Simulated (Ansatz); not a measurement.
Crystal: Ge.

```xyz
2
Lattice="0.0000 2.8289 2.8289 2.8289 0.0000 2.8289 2.8289 2.8289 0.0000" Properties=species:S:1:pos:R:3 pbc="T T T"
Ge    4.2434    4.2434    4.2434
Ge    2.8289    2.8289    2.8289
```

Base run:

```yaml
Program: Ansatz 0.2.0
Functional: revPBE
Potentials_or_basis: Ansatz PAW
Cutoff: "420 eV (not typed: the program's choice for these potentials)"
k_mesh: 5 × 5 × 5
Occupations: fermi-dirac, width 0.05 eV
Spin: no spin polarisation
```

Its results: band gap on the k mesh 0.11 eV, direct; pressure 5.0 GPa.

The run is repeated on the same cell with these changes: functional from revPBE to r2SCAN; cutoff from 420 eV (not typed: the program's choice for these potentials) to 500 eV (not typed: the program's choice for these potentials). What comes out?

Band gap on the k mesh 0.45 eV, direct; pressure 0.6 GPa.

r2SCAN gives the wider gap, since meta-GGAs in the generalised Kohn-Sham scheme recover part of the derivative discontinuity.

Caveats: the PAW data sets come from PBE, with cores solved anew for the run's functional, which leaves a small shift of forces and pressure.
